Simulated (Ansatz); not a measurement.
These are results of Ansatz, DFT PBEsol, scalar-relativistic, plane waves, PAW, not measurements. Cutoff 420 eV, Γ-centred k meshes of 216 to 512 points, fixed occupations in insulators, in metals Fermi–Dirac smearing of 0.15 eV (Gaussian, 0.2 eV, where magnetic), no spin polarisation. Spin–orbit coupling is left out. Each crystal stands at its own equilibrium volume, in the symmetry named.

Order these crystals by the static dielectric constant ε0 (a third of the trace), lowest first.
A. ZrO2 (Fm-3m, 3 atoms in the cell, 10.8 Å³/atom, Zr next to 8 O)
B. NaI (Fm-3m, 2 atoms in the cell, 32.8 Å³/atom, Na next to 6 I)
C. Si3N4 (P6_3/m, 14 atoms in the cell, 10.5 Å³/atom, Si next to 4 N)

Results:

B (7.3), C (8.3), A (40.7).